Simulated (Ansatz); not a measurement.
**ZnSe: sound and stiffness along [100], [110] and [111]**

All numbers below come from DFT PBE, scalar-relativistic, plane waves, PAW in Ansatz 0.2.0. Cutoff 420 eV, 6×6×6 k-points (Γ-centred), fixed occupations. No spin polarisation.

The cell is fixed (symmetry leaves no force on the atoms) and stands under 0.0 GPa:
```
Zn Se
1.0
     0.00000    2.86660    2.86660
     2.86660    0.00000    2.86660
     2.86660    2.86660    0.00000
Zn Se
1 1
Direct
  0.00000 0.00000 0.00000
  0.25000 0.25000 0.25000
```

The cell is the ideal cubic zincblende prototype.

With ions relaxed, on the cubic axes: C11 = 79.9, C12 = 45.1, C44 = 37.1 GPa. The density is 5.088 g/cm³.

**Question.** Is the crystal stable against strain, and how anisotropic is it?

**Answer.** Born's conditions hold: C11 + 2C12 = 170.2, C11 − C12 = 34.8 and C44 = 37.1 GPa are all positive. B = (C11 + 2C12)/3 = 56.7 GPa. The two shear moduli are C44 and C′ = (C11 − C12)/2 = 17.4 GPa, so Zener's ratio is A = C44/C′ = 2.14: the tetragonal shear C′ is the soft one, as in many fcc and bcc metals and zincblende crystals. The Cauchy pressure C12 − C44 is 8.0 GPa; it would vanish for pair forces between atoms on inversion centres at zero pressure, and a positive value is usual with metallic or many-body binding, and where atoms off inversion centres relax under shear, which lowers C44.

**Question.** Give the sound speeds along the three symmetry directions.

**Answer.** The Christoffel equation gives ρv² for each branch:
```csv
direction,branch,ρv²,GPa,v (m/s)
[100],L,C11,79.9,3964
[100],T (×2),C44,37.1,2702
[110],L,(C11 + C12 + 2C44)/2,99.7,4427
[110],"T, u ∥ [001]",C44,37.1,2702
[110],"T, u ∥ [1-10]",(C11 − C12)/2,17.4,1849
[111],L,(C11 + 2C12 + 4C44)/3,106.3,4570
[111],T (×2),(C11 − C12 + C44)/3,24.0,2171
```

In a piezoelectric crystal some branches stiffen further, which is left out.

**Question.** How does Young's modulus depend on direction?

**Answer.** Inverting gives S11 = 21.121, S12 = -7.623, S44 = 26.918 TPa⁻¹. Along a unit vector (l, m, n), 1/E = S11 − 2(S11 − S12 − S44/2)(l²m² + m²n² + n²l²), where the last bracket is 0, 1/4 and 1/3 for [100], [110] and [111]: E = 47, 74 and 91 GPa. With A > 1 the body diagonal is stiffest. For a film on (001), the biaxial modulus is C11 + C12 − 2C12²/C11 = 74 GPa and the normal strain is −2C12/C11 = -1.13 times the in-plane one.

Cost: 2 runs of about 0.86 core-minutes in all, on Intel Xeon 6975P-C (Granite Rapids) (shared hosts).

The stiffness anisotropy follows from the tetrahedral bond network. A tetragonal shear leaves the bond lengths unchanged to first order and mainly bends the angles, so C′ is only 17.4 GPa. The shear measured by C44 also stretches and compresses bonds, though the sublattices can shift to relieve part of that strain. Bond-bending forces are weak in a partly ionic semiconductor, which probably explains why Zener's ratio reaches 2.14. The same picture accounts for the fastest longitudinal wave and the largest Young's modulus lying along [111], a bond direction, and for the slowest wave being the [110] shear polarised along [1-10]. The positive Cauchy pressure is therefore no sign of metallic bonding here.

The bulk modulus and the cubic constants are somewhat below the measured values, as expected from PBE's tendency to overestimate the lattice constant and weaken the bonds. The positive elastic eigenvalues establish stability against small homogeneous strains, but not against finite-wavevector phonons or transformation to another phase.
